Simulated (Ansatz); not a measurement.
Here is an Ansatz 0.2.0 calculation.

The input input.yaml:

```yaml
crystal:
  lattice:
    - [2.8273666084, 1.6323808724, 2.3183934932]
    - [-2.8273666084, 1.6323808724, 2.3183934932]
    - [0.0, -3.2647617449, 2.3183934932]
  atoms:
    - { symbol: Ba, position: [0.0, 0.0, 0.0] }
    - { symbol: Ti, position: [0.4845, 0.4845, 0.4845] }
    - { symbol: O, position: [0.5086, 0.0175, 0.5086] }
    - { symbol: O, position: [0.0175, 0.5086, 0.5086] }
    - { symbol: O, position: [0.5086, 0.5086, 0.0175] }
hamiltonian:
  xc: pbesol
  pseudopotentials: { kind: paw }
  hubbard: { sites: [{ species: Ti, l: d, u_eff: 1.0 }] }
kpoints:
  mp_grid: { grid: [7, 7, 7] }
  band_path:
    path:
      - [[0.0, 0.0, 0.0], [0.5, 0.0, 0.0], [0.5, 0.4971712123, -0.4971712123]]
      - [[0.5028287877, 0.5, 0.4971712123], [0.5, 0.5, 0.5], [0.0, 0.0, 0.0], [0.4985856061, 0.0, -0.4985856061]]
      - [[0.5014143939, 0.4985856061, 0.0], [0.5, 0.5, 0.0], [0.5014143939, 0.5014143939, 0.4971712123], [0.5, 0.5, 0.5]]
      - [[0.5, 0.0, 0.0], [0.5028287877, 0.4985856061, 0.4985856061]]
    npoints: 14
scf:
  occupations: { method: fermi_dirac, width: 0.05 }
  n_extra_bands: 12
output:
  forces: true
  stress: true
  eigenvalues: true
  fatbands: false
```

Potentials or basis: Ansatz PAW.

The run is started by

```sh
$ ansatz run input.yaml --threads 2 --pin off --max-ram 5632MiB --backend cpu --events-out ev --progress --plain --runs-dir out
```

Problem. Estimate the band gap on the k mesh.

Solution. 2.54 eV, indirect (least direct gap 2.84 eV).

Problem. Estimate the pressure.

Solution. -0.9 GPa.

Stress tensor (GPa, compression positive):
```
-0.87  0.00  0.00
 0.00 -0.87  0.00
 0.00  0.00 -1.01
```

Caveat: the k mesh misses the band edges, so the gap on the mesh is wider than the one along the path; the pressure holds a Pulay correction of +0.6 GPa for the finite cutoff; spin-orbit coupling is left out, which moves the levels of the heavy elements; the PAW data sets come from PBE, with cores solved anew for the run's functional, which leaves a small shift of forces and pressure.
